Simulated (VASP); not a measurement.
Here is a VASP 6.6.1 calculation.

File INCAR:

```
  ALGO = Fast
  EDIFF = 1E-6
  ENCUT = 520
  GGA = PE
  ISIF = 2
  ISMEAR = 0
  LASPH = T
  LCHARG = T
  LELF = T
  LREAL = F
  LVHAR = T
  LWAVE = F
  NBANDS = 17
  NELM = 60
  PREC = Accurate
  SIGMA = 0.011
```

File KPOINTS:

```
k-points
0
Gamma
  8 8 8
```

File POSCAR:

```
PbSe
1.0
    0.0000000000      3.0606500000      3.0606500000
    3.0606500000      0.0000000000      3.0606500000
    3.0606500000      3.0606500000      0.0000000000
Pb Se
1 1
Direct
    0.0000000000      0.0000000000      0.0000000000
    0.5000000000      0.5000000000      0.5000000000
```

Potentials or basis: VASP PAW PBE potentials, release 64 (Pb_d, Se).

Launch:

```sh
$ cat potpaw_PBE.64/Pb_d/POTCAR potpaw_PBE.64/Se/POTCAR > POTCAR
$ mpirun -np 1 vasp_std > vasp.out
```

(1) Estimate the band gap on the k mesh.

(2) What does it give for the pressure?

## Answers

(1) 0.29 eV, direct.

(2) 2.4 GPa.

Caveat: spin-orbit coupling is left out, which as a rule narrows the gap of such compounds by several tenths of an eV.

**The experiment to reproduce.**

A printed reference work, monograph reports, for a bulk crystal of PbSe at 300 K: band gap 0.28 eV (direct).

Measured gap of PbSe: 0.28 eV (direct; 300 K; a printed reference work, monograph). This calculation gives 0.29 eV (+0.01 eV). 2 values of this kind are on record (0.15 to 0.28 eV); this one was drawn at random. Spin-orbit coupling on Pb, Se is left out. The value is that of PBE on a finite k mesh, which can miss the band edges, without temperature or zero-point motion.
